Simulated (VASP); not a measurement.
# InAs (F-43m) in VASP: notebook

The runs below take InAs through single point, with r2SCAN+D3(BJ).

Program: VASP 6.6.1. These are calculated values, not measurements. Logs are shortened: lines on timing, memory, paths and dates and some standing lists are left out, and cuts for length are marked.

**The experiment to reproduce.**

A printed reference work, data compilation reports, for a bulk crystal of InAs at 4.2 K: band gap 0.418 eV (direct).

The results are compared with them further down.

## 1. The cell of the first run

The structure is cubic, space group F-43m (No. 216). Conventional cell: a = 6.036 Å, b = 6.036 Å, c = 6.036 Å, α = 90.00°, β = 90.00°, γ = 90.00°. Within 3.4 Å of In (site symmetry -43m) lie 4 As at 2.61 Å. As (site symmetry -43m) has 4 In at 2.61 Å within 3.4 Å.

## 2. Single point, r2SCAN+D3(BJ)

POSCAR

```
InAs
1.0
    0.0000000000      3.0180000000      3.0180000000
    3.0180000000      0.0000000000      3.0180000000
    3.0180000000      3.0180000000      0.0000000000
In As
1 1
Direct
    0.0000000000      0.0000000000      0.0000000000
    0.2500000000      0.2500000000      0.2500000000
```

INCAR.step1

```
PREC = Accurate
ENCUT = 550
ISMEAR = 0
SIGMA = 0.01
LREAL = F
LASPH = T
NELM = 120
NBANDS = 16
GGA = PE
ALGO = Normal
EDIFF = 1E-5
LWAVE = T
LCHARG = F
GGA_COMPAT = F
```

INCAR.step2

```
PREC = Accurate
ENCUT = 550
EDIFF = 1E-6
ISMEAR = 0
SIGMA = 0.01
LREAL = F
LASPH = T
NELM = 120
ALGO = Normal
ISIF = 2
LWAVE = F
LCHARG = T
METAGGA = R2SCAN
LMIXTAU = T
IVDW = 12
VDW_S6 = 1.0
VDW_S8 = 0.78981345
VDW_A1 = 0.49484001
VDW_A2 = 5.73083694
LELF = T
LVHAR = T
NBANDS = 16
ISTART = 1
GGA_COMPAT = F
```

KPOINTS

```
Automatic mesh
0
Gamma
  5 5 5
```

Potentials or basis: VASP PAW PBE potentials, release 64 (In_d, As).

On the command line:

```bash
> cat potpaw_PBE.64/In_d/POTCAR potpaw_PBE.64/As/POTCAR > POTCAR
> cp INCAR.step1 INCAR
> mpirun -np 1 vasp_std > vasp.out
> cp INCAR.step2 INCAR
> mpirun -np 1 vasp_std > vasp.out
```

OUTCAR:

```text
PREC = Accurate
   ENCUT = 550
   EDIFF = 1E-6
   ISMEAR = 0
   LREAL = F
   LASPH = T
   NELM = 120
   ISIF = 2
   METAGGA = R2SCAN
   IVDW = 12
   ISTART = 1
 IVDW          = 12

 ion  position               nearest neighbor table
   1  0.000  0.000  0.000-   2 2.61   2 2.61   2 2.61   2 2.61
   2  0.250  0.250  0.250-   1 2.61   1 2.61   1 2.61   1 2.61

  LATTYP: Found a face centered cubic cell.
 ALAT       =     6.0360000000

  Lattice vectors:

 A1 = (   0.0000000000,   3.0180000000,   3.0180000000)
 A2 = (   3.0180000000,   0.0000000000,   3.0180000000)
 A3 = (   3.0180000000,   3.0180000000,   0.0000000000)

Analysis of symmetry for initial positions (statically):
=====================================================================
 Subroutine PRICEL returns:
 Original cell was already a primitive cell.

 Routine SETGRP: Setting up the symmetry group for a
 face centered cubic supercell.

 Subroutine GETGRP returns: Found 24 space group operations
 (whereof 24 operations were pure point group operations)
 out of a pool of 48 trial point group operations.

The static configuration has the point symmetry T_d .

Analysis of symmetry for dynamics (positions and initial velocities):
=====================================================================
 Subroutine PRICEL returns:
 Original cell was already a primitive cell.

 Routine SETGRP: Setting up the symmetry group for a
 face centered cubic supercell.

 Subroutine GETGRP returns: Found 24 space group operations
 (whereof 24 operations were pure point group operations)
 out of a pool of 48 trial point group operations.

The dynamic configuration has the point symmetry T_d .

 Subroutine INISYM returns: Found 24 space group operations
 (whereof 24 operations are pure point group operations),
 and found     1 'primitive' translations

----------------------------------------------------------------------------------------

                                     Primitive cell

  volume of cell :      54.9778

  direct lattice vectors                    reciprocal lattice vectors
     0.000000000  3.018000000  3.018000000    -0.165672631  0.165672631  0.165672631
     3.018000000  0.000000000  3.018000000     0.165672631 -0.165672631  0.165672631
     3.018000000  3.018000000  0.000000000     0.165672631  0.165672631 -0.165672631

  length of vectors
     4.268096531  4.268096531  4.268096531     0.286953414  0.286953414  0.286953414

  position of ions in fractional coordinates (direct lattice)
     0.000000000  0.000000000  0.000000000
     0.250000000  0.250000000  0.250000000

  ion indices of the primitive-cell ions
   primitive index   ion index
                 1           1
                 2           2

----------------------------------------------------------------------------------------

 KPOINTS: Automatic mesh

Automatic generation of k-mesh.
 Grid dimensions read from file:
 generate k-points for:    5    5    5

 Generating k-lattice:

  Cartesian coordinates                     Fractional coordinates (reciprocal lattice)
    -0.033134526  0.033134526  0.033134526     0.200000000  0.000000000  0.000000000
     0.033134526 -0.033134526  0.033134526     0.000000000  0.200000000  0.000000000
     0.033134526  0.033134526 -0.033134526     0.000000000  0.000000000  0.200000000

  Length of vectors
     0.057390683  0.057390683  0.057390683

  Shift w.r.t. Gamma in fractional coordinates (k-lattice)
     0.000000000  0.000000000  0.000000000

 Subroutine IBZKPT returns following result:
 ===========================================

 Found     10 irreducible k-points:

 Following reciprocal coordinates:
            Coordinates               Weight
  0.000000  0.000000  0.000000      1.000000
  0.200000  0.000000  0.000000      8.000000
  0.400000  0.000000  0.000000      8.000000
  0.200000  0.200000  0.000000      6.000000
  0.400000  0.200000  0.000000     24.000000
 -0.400000  0.200000  0.000000     24.000000
 -0.200000  0.200000  0.000000     12.000000
  0.400000  0.400000  0.000000      6.000000
 -0.400000  0.400000  0.000000     12.000000
 -0.400000  0.400000  0.200000     24.000000
   k-points           NKPTS =     10   k-points in BZ     NKDIM =     10   number of bands    NBANDS=     16
   number of dos      NEDOS =    301   number of ions     NIONS =      2
   total plane-waves  NPLWV =  46656
   dimension x,y,z NGX =    36 NGY =   36 NGZ =   36
   dimension x,y,z NGXF=    72 NGYF=   72 NGZF=   72
   ions per type =               1   1
   NGX,Y,Z   is equivalent  to a cutoff of  14.02, 14.02, 14.02 a.u.
   NGXF,Y,Z  is equivalent  to a cutoff of  28.04, 28.04, 28.04 a.u.
 SYSTEM =  unknown system
   PREC   = accura    normal or accurate (medium, high low for compatibility)
   ISTART =      1    job   : 0-new  1-cont  2-samecut
   ICHARG =      0    charge: 1-file 2-atom 10-const
   ISPIN  =      1    spin polarized calculation?
   LNONCOLLINEAR =      F non collinear calculations
   LSORBIT =      F    spin-orbit coupling
   LASPH  =      T    aspherical Exc in radial PAW
   ENCUT  =  550.0 eV  40.42 Ry    6.36 a.u.   8.16  8.16  8.16*2*pi/ulx,y,z
   NELM   =    120;   NELMIN=  2; NELMDL=  0     # of ELM steps
   EDIFF  = 0.1E-05   stopping-criterion for ELM
   LREAL  =      F    real-space projection
   EDIFFG = 0.1E-04   stopping-criterion for IOM
   NSW    =      0    number of steps for IOM
   IBRION =     -1    ionic relax: 0-MD 1-quasi-New 2-CG
   NFREE  =      0    steps in history (QN), initial steepest desc. (CG)
   ISIF   =      2    stress and relaxation
   ISYM   =      2    0-nonsym 1-usesym 2-fastsym
   POTIM  = 0.5000    time-step for ionic-motion
   TEBEG  =    0.0;   TEEND  =   0.0 temperature during run
   PSTRESS=    0.0 pullay stress
   NELECT =      18.0000    total number of electrons
   NUPDOWN=      -1.0000    fix difference up-down
   EMIN   =  10.00;   EMAX   =-10.00  energy-range for DOS
   EFERMI =   0.00;   METHOD = LEGACY
   ISMEAR =     0;   SIGMA  =   0.01  broadening in eV -4-tet -1-fermi 0-gaus
   EFERMI_NEDOS =   21; number of points for ismear=-14 and -15
   IALGO  =     38    algorithm
   IMIX   =      4    mixing-type and parameters
     AMIX     =   0.40;   BMIX     =  1.00
     AMIX_MAG =   1.60;   BMIX_MAG =  1.00
  volume/ion in A,a.u.               =      27.49       185.50
  Fermi-wavevector in a.u.,A,eV,Ry     =   1.128331  2.132236 17.321990  1.273130
  Thomas-Fermi vector in A             =   2.265020
   LORBIT       =      0    0 simple, 1 ext, 2 COOP (PROOUT), +10 PAW based schemes
   METAGGA = R2SCAN    functional components
   LHFCALC =     F    Hartree Fock is set to
   AEXX    =    0.0000 exact exchange contribution
   IVDW    =    12    specifies the selected vdW correction
   LEPSILON=     F    determine dielectric tensor
   LRPA    =     F    only Hartree local field effects (RPA)
 non-spin polarized calculation
 Gauss-broadening in eV      SIGMA  =   0.01
  energy-cutoff  :      550.00
  volume of cell :       54.98
 maximum number of plane-waves:      1639
 NGX is ok and might be reduce to    36
   NGX = 17   NGY = 17   NGZ = 17

 number of electron      18.0000003 magnetization

 Free energy of the ion-electron system (eV)
  ---------------------------------------------------
  ext. energy  EPLUGINS =         0.00000000
  ---------------------------------------------------
  free energy    TOTEN  =       -38.00456882 eV

  energy without entropy =      -38.00456882  energy(sigma->0) =      -38.00456882

 E-fermi :   4.4011     XC(G=0):  -9.6760

 val. band max:        4.3459276914   @ k =   0.0000   0.0000   0.0000
 cond. band min:       4.6216349124   @ k =   0.0000   0.0000   0.0000
 fundamental gap:      0.2757072210
 Fermi energy:         4.4011481879

 k-point     1 :       0.0000    0.0000    0.0000
  band No.  band energies     occupation
      1     -10.5363      2.00000
      2     -10.5363      2.00000
      3     -10.5363      2.00000
      4     -10.3864      2.00000
      5     -10.3864      2.00000
      6      -7.9896      2.00000
[... 8 lines left out ...]
     15      14.5245      0.00000
     16      14.5245      0.00000

 k-point     2 :       0.2000    0.0000    0.0000
  band No.  band energies     occupation
      1     -10.5882      2.00000
      2     -10.5215      2.00000
      3     -10.5215      2.00000
      4     -10.3860      2.00000
      5     -10.3860      2.00000
      6      -7.5636      2.00000
[... 8 lines left out ...]
     15      13.3457      0.00000
     16      13.4545      0.00000

 k-point     3 :       0.4000    0.0000    0.0000
  band No.  band energies     occupation
      1     -10.6620      2.00000
      2     -10.5027      2.00000
      3     -10.5027      2.00000
      4     -10.3802      2.00000
      5     -10.3802      2.00000
      6      -6.6409      2.00000
[... 8 lines left out ...]
     15      14.7251      0.00000
     16      14.7251      0.00000

 k-point     4 :       0.2000    0.2000    0.0000
  band No.  band energies     occupation
      1     -10.6175      2.00000
      2     -10.5061      2.00000
      3     -10.5061      2.00000
      4     -10.3988      2.00000
      5     -10.3778      2.00000
      6      -7.4239      2.00000
[... 8 lines left out ...]
     15      14.9711      0.00000
     16      15.0743      0.00000

 k-point     5 :       0.4000    0.2000    0.0000
  band No.  band energies     occupation
      1     -10.6755      2.00000
      2     -10.4892      2.00000
      3     -10.4835      2.00000
      4     -10.4020      2.00000
      5     -10.3726      2.00000
      6      -6.6369      2.00000
[... 8 lines left out ...]
     15      15.5299      0.00000
     16      15.7469      0.00000

 k-point     6 :      -0.4000    0.2000    0.0000
  band No.  band energies     occupation
      1     -10.6881      2.00000
      2     -10.4896      2.00000
      3     -10.4827      2.00000
      4     -10.3888      2.00000
      5     -10.3803      2.00000
      6      -6.2061      2.00000
[... 8 lines left out ...]
     15      14.3760      0.00000
     16      15.5209      0.00000

 k-point     7 :      -0.2000    0.2000    0.0000
  band No.  band energies     occupation
      1     -10.6439      2.00000
      2     -10.5043      2.00000
      3     -10.5000      2.00000
      4     -10.3907      2.00000
      5     -10.3815      2.00000
      6      -6.9505      2.00000
[... 8 lines left out ...]
     15      14.8181      0.00000
     16      15.6265      0.00000

 k-point     8 :       0.4000    0.4000    0.0000
  band No.  band energies     occupation
      1     -10.7220      2.00000
      2     -10.4554      2.00000
      3     -10.4554      2.00000
      4     -10.4231      2.00000
      5     -10.3638      2.00000
      6      -6.1668      2.00000
[... 8 lines left out ...]
     15      16.0935      0.00000
     16      17.7996      0.00000

 k-point     9 :      -0.4000    0.4000    0.0000
  band No.  band energies     occupation
      1     -10.7229      2.00000
      2     -10.4636      2.00000
      3     -10.4546      2.00000
      4     -10.4143      2.00000
      5     -10.3689      2.00000
      6      -5.8427      2.00000
[... 8 lines left out ...]
     15      15.3717      0.00000
     16      17.6846      0.00000

 k-point    10 :      -0.4000    0.4000    0.2000
  band No.  band energies     occupation
      1     -10.7059      2.00000
      2     -10.4814      2.00000
      3     -10.4605      2.00000
      4     -10.4039      2.00000
      5     -10.3752      2.00000
      6      -6.0022      2.00000
[... 8 lines left out ...]
     15      15.4178      0.00000
     16      17.6889      0.00000

------------------------ aborting loop because EDIFF is reached ----------------------------------------

 Edisp (eV)   -0.30899

 E8    (eV) :    -0.1138

  FORCE on cell =-STRESS in cart. coord.  units (eV):
  Direction    XX          YY          ZZ          XY          YZ          ZX
  --------------------------------------------------------------------------------------
  -------------------------------------------------------------------------------------
  Total       0.46921     0.46921     0.46921     0.00000     0.00000    -0.00000
  in kB      13.67391    13.67391    13.67391     0.00000     0.00000    -0.00000
  external pressure =       13.67 kB  Pullay stress =        0.00 kB

 VOLUME and BASIS-vectors are now :
 -----------------------------------------------------------------------------
  energy-cutoff  :      550.00
  volume of cell :       54.98
      direct lattice vectors                 reciprocal lattice vectors
     0.000000000  3.018000000  3.018000000    -0.165672631  0.165672631  0.165672631
     3.018000000  0.000000000  3.018000000     0.165672631 -0.165672631  0.165672631
     3.018000000  3.018000000  0.000000000     0.165672631  0.165672631 -0.165672631

 POSITION                                       TOTAL-FORCE (eV/Angst)
 -----------------------------------------------------------------------------------
      0.00000      0.00000      0.00000         0.000000      0.000000      0.000000
      1.50900      1.50900      1.50900        -0.000000     -0.000000     -0.000000
 -----------------------------------------------------------------------------------
    total drift:                                0.000000      0.000000      0.000000

  FREE ENERGIE OF THE ION-ELECTRON SYSTEM (eV)
  ---------------------------------------------------
  free  energy   TOTEN  =       -38.3135617359 eV

  energy  without entropy=      -38.3135617359  energy(sigma->0) =      -38.31356174
```

Run time: 2.1 min. Hardware: 1 thread of Intel Xeon 8259CL, shared host; peak memory 0.22 GiB.

Results:

```yaml
Free_energy: -38.3136 eV
Pressure: 1.4 GPa
Band_gap_on_the_k_mesh: 0.28 eV, direct
Dispersion_energy_per_atom: -0.154 eV
```

Caveat: the PAW data sets were made with another functional, which shifts forces and pressure a little; spin-orbit coupling is left out, which moves the levels of the heavy elements.

## 3. Single point, r2SCAN+D3(BJ)

This run uses another cell than the first one, of 28.08 Å³/atom, 1.022 times its volume.

POSCAR

```
InAs
1.0
   -0.0000000079      3.0396114517      3.0396114358
    3.0396114121      0.0000000158      3.0396114121
    3.0396114358      3.0396114517     -0.0000000079
In As
1 1
Direct
   -0.0000000019      0.0000000037     -0.0000000019
    0.2500000019      0.2499999963      0.2500000019
```

INCAR.step1

```
SYSTEM = InAs
PREC = Accurate
ENCUT = 550
ISMEAR = 0
SIGMA = 0.01
LREAL = .False.
LASPH = .True.
NELM = 120
NBANDS = 16
GGA = PE
ALGO = Normal
EDIFF = 1E-5
LWAVE = .True.
LCHARG = .False.
GGA_COMPAT = .False.
```

INCAR.step2

```
SYSTEM = InAs
PREC = Accurate
ENCUT = 550
EDIFF = 1E-6
ISMEAR = 0
SIGMA = 0.01
LREAL = .False.
LASPH = .True.
NELM = 120
ALGO = Normal
ISIF = 2
LWAVE = .False.
LCHARG = .False.
METAGGA = R2SCAN
LMIXTAU = .True.
IVDW = 12
VDW_S6 = 1.0
VDW_S8 = 0.78981345
VDW_A1 = 0.49484001
VDW_A2 = 5.73083694
NBANDS = 16
ISTART = 1
GGA_COMPAT = .False.
```

KPOINTS

```
regular mesh
0
Gamma
  5 5 5
  0 0 0
```

Potentials or basis: VASP PAW PBE potentials, release 64 (In_d, As).

On the command line:

```bash
> cat potpaw_PBE.64/In_d/POTCAR potpaw_PBE.64/As/POTCAR > POTCAR
> cp INCAR.step1 INCAR
> mpirun -np 1 vasp_std > vasp.out
> cp INCAR.step2 INCAR
> mpirun -np 1 vasp_std > vasp.out
```

OUTCAR:

```text
SYSTEM = InAs
   PREC = Accurate
   ENCUT = 550
   EDIFF = 1E-6
   ISMEAR = 0
   LREAL = .False.
   LASPH = .True.
   NELM = 120
   ISIF = 2
   METAGGA = R2SCAN
   IVDW = 12
   ISTART = 1
 IVDW          = 12

 ion  position               nearest neighbor table
   1  1.000  0.000  1.000-   2 2.63   2 2.63   2 2.63   2 2.63
   2  0.250  0.250  0.250-   1 2.63   1 2.63   1 2.63   1 2.63

  LATTYP: Found a face centered cubic cell.
 ALAT       =     6.0792228242

  Lattice vectors:

[... 361 lines left out ...]
------------------------ aborting loop because EDIFF is reached ----------------------------------------

 Edisp (eV)   -0.30245

 E8    (eV) :    -0.1114

  FORCE on cell =-STRESS in cart. coord.  units (eV):
  Direction    XX          YY          ZZ          XY          YZ          ZX
  --------------------------------------------------------------------------------------
  -------------------------------------------------------------------------------------
  Total       0.00110     0.00110     0.00110     0.00000     0.00000    -0.00000
  in kB       0.03143     0.03143     0.03143     0.00000     0.00000    -0.00000
  external pressure =        0.03 kB  Pullay stress =        0.00 kB

 VOLUME and BASIS-vectors are now :
 -----------------------------------------------------------------------------
  energy-cutoff  :      550.00
  volume of cell :       56.17
      direct lattice vectors                 reciprocal lattice vectors
    -0.000000008  3.039611452  3.039611436    -0.164494709  0.164494709  0.164494709
     3.039611412  0.000000016  3.039611412     0.164494711 -0.164494710  0.164494711
     3.039611436  3.039611452 -0.000000008     0.164494709  0.164494709 -0.164494709

 POSITION                                       TOTAL-FORCE (eV/Angst)
 -----------------------------------------------------------------------------------
      3.03961      6.07922      3.03961         0.000000     -0.000000     -0.000000
      1.51981      1.51981      1.51981        -0.000000      0.000000      0.000000
 -----------------------------------------------------------------------------------
    total drift:                               -0.000001      0.000002     -0.000001

  FREE ENERGIE OF THE ION-ELECTRON SYSTEM (eV)
  ---------------------------------------------------
  free  energy   TOTEN  =       -38.3188548029 eV

  energy  without entropy=      -38.3188548029  energy(sigma->0) =      -38.31885480
```

OUTCAR.step1:

```text
SYSTEM = InAs
   PREC = Accurate
   ENCUT = 550
   ISMEAR = 0
   LREAL = .False.
   LASPH = .True.
[... 395 lines left out ...]
      3.03961      6.07922      3.03961         0.000000     -0.000000      0.000000
      1.51981      1.51981      1.51981        -0.000000      0.000000     -0.000000
 -----------------------------------------------------------------------------------
    total drift:                               -0.000001      0.000002     -0.000001

  FREE ENERGIE OF THE ION-ELECTRON SYSTEM (eV)
  ---------------------------------------------------
  free  energy   TOTEN  =        -7.6445213906 eV

  energy  without entropy=       -7.6443979807  energy(sigma->0) =       -7.64445969
```

It took 2.2 min on 1 thread of Intel Xeon 8259CL, shared host; peak memory 0.23 GiB.

What came out:

| Quantity | Value |
| --- | --- |
| Free energy | -38.3189 eV |
| Pressure | 0.0 GPa |
| Band gap on the k mesh | 0.16 eV, direct |
| Dispersion energy per atom | -0.151 eV |

Caveat: the PAW data sets were made with another functional, which shifts forces and pressure a little; spin-orbit coupling is left out, which moves the levels of the heavy elements.

## 4. Against experiment

Step 2. Against the measured gap of InAs, 0.418 eV (direct; 4.2 K; a printed reference work, data compilation), the calculated 0.28 eV is off by -0.14 eV. Spin-orbit coupling on As, In is left out. The value is that of r2SCAN+D3(BJ), without temperature or zero-point motion.

Step 3. A measured gap of InAs is 0.418 eV (direct; 4.2 K; a printed reference work, data compilation); the calculated 0.16 eV misses it by -0.26 eV. Spin-orbit coupling on As, In is left out. The value is that of r2SCAN+D3(BJ), without temperature or zero-point motion.
